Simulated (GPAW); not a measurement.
# InAs (F-43m) in GPAW: settings compared

Aim: see how the results for InAs move with the level of theory and the settings. Levels: optB88-vdW, C09-vdW, PBE, BLYP. Tasks: equation of state, band structure.

All numbers are computed with GPAW 26.7.0; they aren't measurements. Logs are shortened: lines on timing, memory, paths and dates and some standing lists are left out, and cuts for length are marked. The log counts tension as positive stress, the text compression.

**What was measured.**

From a printed reference work, data compilation, for a bulk crystal of InAs at 4.2 K: band gap 0.418 eV (direct).

The runs below are set against these values where they give the same quantity.

### Step 1. The crystal as given

The structure is cubic, space group F-43m (No. 216). Conventional cell: a = 6.036 Å, b = 6.036 Å, c = 6.036 Å, α = 90.00°, β = 90.00°, γ = 90.00°. In (site symmetry -43m) has 4 As at 2.61 Å as nearest neighbours. As (site symmetry -43m) is surrounded by 4 In at 2.61 Å.

### Step 2. Equation of state, optB88-vdW

Contents of run.py:

```python
from ase.eos import EquationOfState
from ase.io import Trajectory
from ase.spacegroup import crystal
from ase.units import GPa
from gpaw import GPAW, PW

# In 4a
# As 4c
atoms = crystal(['In', 'As'],
                basis=[[0.0, 0.0, 0.0],
                       [0.25, 0.25, 0.25]],
                spacegroup=216, setting=1,  # F-43m
                cellpar=[6.036, 6.036, 6.036, 90.0, 90.0, 90.0],
                primitive_cell=True)

traj = Trajectory('eos.traj', 'w')
volumes, energies = [], []
for x in [0.94, 0.96, 0.98, 1.0, 1.02, 1.04, 1.06]:
    a = atoms.copy()
    a.set_cell(atoms.cell * x**(1 / 3), scale_atoms=True)
    calc = GPAW(mode=PW(600),
                xc={'name': 'optB88-vdW', 'backend': 'libvdwxc'},
                kpts={'size': (6, 6, 6), 'gamma': True},
                occupations={'name': 'fermi-dirac', 'width': 0.05},
                nbands=18,
                convergence={'density': 1e-05, 'energy': 1e-05},
                maxiter=150,
                legacy_gpaw=True,
                txt=f'eos-{x:.2f}.txt')
    a.calc = calc
    energies.append(a.get_potential_energy(force_consistent=True))
    volumes.append(a.get_volume())
    calc.write(f'eos-{x:.2f}.gpw')
    traj.write(a)
    print(f'{x:.2f} {volumes[-1]:10.4f} A^3 {energies[-1]:14.6f} eV', flush=True)

v0, e0, B = EquationOfState(volumes, energies, eos='birchmurnaghan').fit()
print(f'V0 = {v0:.4f} A^3, E0 = {e0:.6f} eV, B0 = {B / GPa:.2f} GPa')
```

Potentials or basis: GPAW PAW data sets (gpaw-data 1.2.1), pw.

Command:

```bash
OMP_NUM_THREADS=1 python run.py
```

The log of the run:

```text
___ ___ ___ _ _ _
 |   |   |_  | | | |
 | | | | | . | | | |
 |__ |  _|___|_____|  26.7.0
 |___|_|

Input parameters:
  convergence: {density: 1e-05,
                energy: 1e-05}
  kpts: {gamma: True,
         size: (6, 6, 6)}
  maxiter: 150
  mode: {ecut: 600.0,
         name: pw}
  nbands: 18
  occupations: {name: fermi-dirac,
                width: 0.05}
  xc: {backend: libvdwxc,
       name: optB88-vdW}

System changes: positions, numbers, cell, pbc, initial_charges, initial_magmoms

Initialize ...

species:
  In:
    name:    Indium
    Z:       49.0
    valence: 13
    core:    36
    charge:  0.0  # [|e|]
    compensation charges:
      type: gauss
      rc: 0.36  # [Å]
      lmax: 2
    cutoffs:
      filter: 2.09  # [Å]
      core: 2.48  # [Å]
    projectors
    | kind |    occ | energy [eV] | rcut [Å] |
    |------|--------|-------------|----------|
    |   5s |  2.000 |      -8.203 |    1.185 |
    |   5p |  1.000 |      -2.521 |    1.244 |
    |   4d | 10.000 |     -18.629 |    1.148 |
    |    s |        |      19.008 |    1.185 |
    |    p |        |      24.691 |    1.244 |
    |    d |        |       8.583 |    1.148 |

    Using partial waves for In as LCAO basis

  As:
    name:    Arsenic
    Z:       33.0
    valence: 5
    core:    28
    charge:  0.0  # [|e|]
    compensation charges:
      type: gauss
      rc: 0.33  # [Å]
      lmax: 2
    cutoffs:
      filter: 1.87  # [Å]
      core: 2.96  # [Å]
    projectors
    | kind |    occ | energy [eV] | rcut [Å] |
    |------|--------|-------------|----------|
    |   4s |  2.000 |     -14.487 |    1.058 |
    |   4p |  3.000 |      -5.196 |    1.058 |
    |    s |        |      12.725 |    1.058 |
    |    p |        |      22.016 |    1.058 |
    |    d |        |       0.000 |    1.058 |

    Using partial waves for As as LCAO basis

Reference energy: -221478.393260  # eV

Spin-paired calculation

Convergence criteria:
 Maximum [total energy] change in last 3 cyles: 1e-05 eV / valence electron
 Maximum integral of absolute [dens]ity change: 1e-05 electrons / valence electron
 Maximum integral of absolute [eigenst]ate change: 4e-08 eV^2 / valence electron
 Maximum number of scf [iter]ations: 150
 (Square brackets indicate name in SCF output, whereas a 'c' in
 the SCF output indicates the quantity has converged.)

Symmetries present (total): 24

  ( 1  0  0)  ( 1  0  0)  ( 1  0 -1)  ( 1  0 -1)  ( 1 -1  0)  ( 1 -1  0)
  ( 0  1  0)  ( 0  0  1)  ( 0  1 -1)  ( 0  0 -1)  ( 0 -1  1)  ( 0 -1  0)
  ( 0  0  1)  ( 0  1  0)  ( 0  0 -1)  ( 0  1 -1)  ( 0 -1  0)  ( 0 -1  1)

  ( 0  1  0)  ( 0  1  0)  ( 0  1 -1)  ( 0  1 -1)  ( 0  0  1)  ( 0  0  1)
  ( 1  0  0)  ( 0  0  1)  ( 1  0 -1)  ( 0  0 -1)  ( 1  0  0)  ( 0  1  0)
  ( 0  0  1)  ( 1  0  0)  ( 0  0 -1)  ( 1  0 -1)  ( 0  1  0)  ( 1  0  0)

  ( 0  0 -1)  ( 0  0 -1)  ( 0 -1  1)  ( 0 -1  1)  ( 0 -1  0)  ( 0 -1  0)
  ( 1  0 -1)  ( 0  1 -1)  ( 1 -1  0)  ( 0 -1  0)  ( 1 -1  0)  ( 0 -1  1)
  ( 0  1 -1)  ( 1  0 -1)  ( 0 -1  0)  ( 1 -1  0)  ( 0 -1  1)  ( 1 -1  0)

  (-1  1  0)  (-1  1  0)  (-1  0  1)  (-1  0  1)  (-1  0  0)  (-1  0  0)
  (-1  0  1)  (-1  0  0)  (-1  1  0)  (-1  0  0)  (-1  1  0)  (-1  0  1)
  (-1  0  0)  (-1  0  1)  (-1  0  0)  (-1  1  0)  (-1  0  1)  (-1  1  0)

216 k-points: 6 x 6 x 6 Monkhorst-Pack grid + [1/12,1/12,1/12]
16 k-points in the irreducible part of the Brillouin zone
       k-points in crystal coordinates                weights
   0:     0.00000000    0.00000000    0.00000000          1/216
   1:     0.16666667    0.16666667    0.00000000          6/216
   2:     0.16666667    0.16666667    0.16666667          8/216
   3:     0.33333333    0.16666667    0.16666667         12/216
   4:     0.33333333    0.33333333   -0.33333333         12/216
   5:     0.33333333    0.33333333    0.00000000          6/216
   6:     0.33333333    0.33333333    0.16666667         24/216
   7:     0.33333333    0.33333333    0.33333333          8/216
   8:     0.50000000    0.33333333   -0.33333333         24/216
   9:     0.50000000    0.33333333   -0.16666667         12/216
          ...
  15:     0.50000000    0.50000000    0.50000000          4/216

Wave functions: Plane wave expansion
  Cutoff energy: 600.000 eV
  Number of coefficients (min, max): 1700, 1759
  Pulay-stress correction: 0.000000 eV/Ang^3 (de/decut=0.000000)
  Using FFTW library
  ScaLapack parameters: grid=1x1, blocksize=None
  Wavefunction extrapolation:
    Improved wavefunction reuse through dual PAW basis

Occupation numbers: Fermi-Dirac:
  width: 0.0500  # eV

Eigensolver
   Davidson(niter=2)

Densities:
  Coarse grid: 24*24*24 grid
  Fine grid: 48*48*48 grid
  Total Charge: 0.000000

Density mixing:
  Method: separate
  Backend: msr1
  Linear mixing parameter: 0.05
  old densities: 10
  Width of damping distribution: 1.1
  Damping of long wavelength oscillations: 20

Hamiltonian:
  XC and Coulomb potentials evaluated on a 48*48*48 grid
  Using the optB88 Exchange-Correlation functional
  External potential:
    NoExternalPotential

XC parameters: optB88 with libvdwxc
  Mode: serial
  Semilocal: GGA_X_OPTB88_VDW+LDA_C_PW with 2 nearest neighbor stencil
  Corresponding non-local functional: vdW-DF
  Local blocksize: 48 x 48 x 48
  PAW datasets: PBE

Number of atoms: 2
Number of atomic orbitals: 13
Number of bands in calculation: 18
Number of valence electrons: 18
Bands to converge: occupied

... initialized

Initializing position-dependent things.

Density initialized from atomic densities
Creating initial wave functions:
  13 bands from LCAO basis set
  5 bands from random numbers

           As

       In

Atomic positions and initial magnetic moments

Positions:
   0 In     0.000000    0.000000    0.000000    ( 0.0000,  0.0000,  0.0000)
   1 As     1.478195    1.478195    1.478195    ( 0.0000,  0.0000,  0.0000)

Unit cell:
           periodic     x           y           z      points  spacing
  1. axis:    yes    0.000000    2.956391    2.956391    24     0.1422
  2. axis:    yes    2.956391    0.000000    2.956391    24     0.1422
  3. axis:    yes    2.956391    2.956391    0.000000    24     0.1422

  Lengths:   4.180968   4.180968   4.180968
  Angles:   60.000000  60.000000  60.000000

Effective grid spacing dv^(1/3) = 0.1552

iter:   1   -64.494093
iter:   2   -64.442307   -2.04  -1.14
iter:   3   -64.231063   -1.78  -1.18
iter:   4   -64.229684   -3.11  -1.79
iter:   5   -64.230080   -3.70  -2.22
iter:   6   -64.229942   -4.65  -3.04
iter:   7   -64.229941c  -5.59  -3.56
iter:   8   -64.229942c  -6.27  -3.79
iter:   9   -64.229942c  -7.25  -4.62
iter:  10   -64.229942c  -7.84c -4.98
iter:  11   -64.229942c  -8.77c -5.38c

Converged after 11 iterations.

Dipole moment: (-3.196513, -3.196513, -3.196513) |e|*Ang

Energy contributions relative to reference atoms: (reference = -221478.393260)

Kinetic:        +39.677921
Potential:      -35.460463
External:        +0.000000
XC:             -68.392093
Entropy (-ST):   -0.000969
Local:           -0.054823
SIC:             +0.000000
--------------------------
Free energy:    -64.230427
Extrapolated:   -64.229942

Non-local optB88 correlation energy: 1.547642
Semilocal GGA_X_OPTB88_VDW+LDA_C_PW energy: -134.651329
(Not including atomic contributions)
Showing only first 2 kpts
 Kpt  Band  Eigenvalues  Occupancy
  0     7      5.48807    1.65840
  0     8      5.48807    1.65840
  0     9      5.56396    1.03099
  0    10      9.40736    0.00000

  1     7      4.55995    2.00000
  1     8      4.55995    2.00000
  1     9      7.94263    0.00000
  1    10      8.33462    0.00000

Fermi level: 5.56706

No gap
No difference between direct/indirect transitions
Writing to eos-0.94.gpw (mode='')
```

Wall time 47 s (1 thread of Intel Xeon Platinum 8488C (Sapphire Rapids), shared host); peak memory 0.21 GiB.

Results:

```
Equilibrium volume : 29.66 Å³/atom (rough: see the caveat)
Bulk modulus       : 50 GPa (rough)
```

Energy against volume, from the lowest point:
```tsv
volume (Å³/atom)	energy (meV/atom)
25.840	97.22
26.389	68.15
26.939	44.95
27.489	26.92
28.039	13.84
28.588	5.08
29.138	0.00
```

Caveat: the minimum lies outside the volumes run; the PAW data sets were made with another functional, which shifts forces and pressure a little.

### Step 3. Band structure, C09-vdW, spin-orbit coupling, no magnetisation

Contents of run.py:

```python
import numpy as np
from ase.dft.bandgap import bandgap
from ase.io import read, write
from gpaw import GPAW, PW
from gpaw.spinorbit import soc_eigenstates

atoms = read('InAs.xyz')

calc = GPAW(mode=PW(600),
            xc={'name': 'C09-vdW', 'backend': 'libvdwxc'},
            kpts={'size': (6, 6, 6), 'gamma': True},
            occupations={'name': 'fermi-dirac', 'width': 0.05},
            nbands=18,
            convergence={'density': 1e-05, 'energy': 1e-05},
            maxiter=150,
            txt='gpaw.txt')
atoms.calc = calc
energy = atoms.get_potential_energy()
forces = atoms.get_forces()
calc.write('gs.gpw')
write('result.traj', atoms)
print(f'Energy: {energy:.6f} eV')
print('Forces (eV/A):')
print(forces.round(4))
print('Fermi level:', round(calc.get_fermi_level(), 4), 'eV')
print(f'Gap: {bandgap(calc)[0]:.4f} eV, direct: {bandgap(calc, direct=True)[0]:.4f} eV')

path = atoms.cell.bandpath('GXWKGLUWLK,UX', npoints=100, eps=1e-4)
bs_calc = calc.fixed_density(kpts=path, symmetry='off', nbands=30,
                             convergence={'bands': 'CBM+6.0', 'eigenstates': 1e-6}, txt='bands.txt')
bs = bs_calc.band_structure()
bs.write('bs.json')
print(f'Gap on the path: {bandgap(bs_calc)[0]:.4f} eV')

soc = soc_eigenstates(bs_calc, theta=90, phi=0)
np.savetxt('soc_bands.dat', soc.eigenvalues(), fmt='%.4f')
mesh = soc_eigenstates('gs.gpw', theta=90, phi=0)
np.savetxt('soc_mesh.dat', mesh.eigenvalues(), fmt='%.4f')
print('Fermi level with spin-orbit coupling:', round(mesh.fermi_level, 4), 'eV')
```

Contents of InAs.xyz:

```xyz
2
Lattice="0.0000000000 3.0180000000 3.0180000000 3.0180000000 0.0000000000 3.0180000000 3.0180000000 3.0180000000 0.0000000000" Properties=species:S:1:pos:R:3 pbc="T T T"
In     0.0000000000      0.0000000000      0.0000000000
As     4.5270000000      4.5270000000      4.5270000000
```

Potentials or basis: GPAW PAW data sets (gpaw-data 1.2.1), pw.

Command:

```bash
OMP_NUM_THREADS=1 python run.py
```

Wall time 34 s (1 thread of Intel Xeon Platinum 8488C (Sapphire Rapids), shared host); peak memory 0.36 GiB.

It converged, with:

```yaml
Free_energy: 73.4027 eV
Band_gap_along_the_path: none (metal or under the smearing width)
```

Levels at the corners of the path, in eV from the Fermi level:
| point | band 14 | band 15 | band 16 | band 17 | band 18 | band 19 | band 20 | band 21 | band 22 | band 23 |
| --- | --- | --- | --- | --- | --- | --- | --- | --- | --- | --- |
| Γ | -0.37 | -0.34 | -0.34 | 0.00 | 0.00 | 0.00 | 0.00 | 3.39 | 3.39 | 3.90 |
| X | -5.99 | -2.49 | -2.49 | -2.49 | -2.49 | 1.30 | 1.30 | 1.87 | 1.87 | 8.94 |
| W | -5.82 | -3.19 | -3.14 | -3.09 | -3.00 | 3.96 | 4.08 | 4.13 | 4.17 | 4.66 |
| K | -5.83 | -3.48 | -3.47 | -2.11 | -2.11 | 1.89 | 1.90 | 4.07 | 4.13 | 7.00 |
| Γ | -0.37 | -0.34 | -0.34 | 0.00 | 0.00 | 0.00 | 0.00 | 3.39 | 3.39 | 3.90 |
| L | -5.94 | -1.27 | -1.27 | -1.00 | -1.00 | 0.78 | 0.78 | 4.39 | 4.39 | 4.59 |
| U | -5.83 | -3.48 | -3.47 | -2.11 | -2.11 | 1.89 | 1.90 | 4.07 | 4.13 | 7.00 |
| W | -5.82 | -3.19 | -3.14 | -3.09 | -3.00 | 3.96 | 4.08 | 4.13 | 4.17 | 4.66 |
| L | -5.94 | -1.27 | -1.27 | -1.00 | -1.00 | 0.78 | 0.78 | 4.39 | 4.39 | 4.59 |
| K | -5.83 | -3.48 | -3.47 | -2.11 | -2.11 | 1.89 | 1.90 | 4.07 | 4.13 | 7.00 |
| U | -5.83 | -3.48 | -3.47 | -2.11 | -2.11 | 1.89 | 1.90 | 4.07 | 4.13 | 7.00 |
| X | -5.99 | -2.49 | -2.49 | -2.49 | -2.49 | 1.30 | 1.30 | 1.87 | 1.87 | 8.94 |

Caveat: spin-orbit coupling was added after a scalar SCF, so levels and gaps hold it while energy, forces, pressure and moments don't; this program's spin-orbit splittings come out too wide for heavy elements; the PAW data sets were made with another functional, which shifts forces and pressure a little; this crystal is a semiconductor, whose small gap the functional closes, so the metal is an error of the method.

(Part 1 of 2 ends here.)
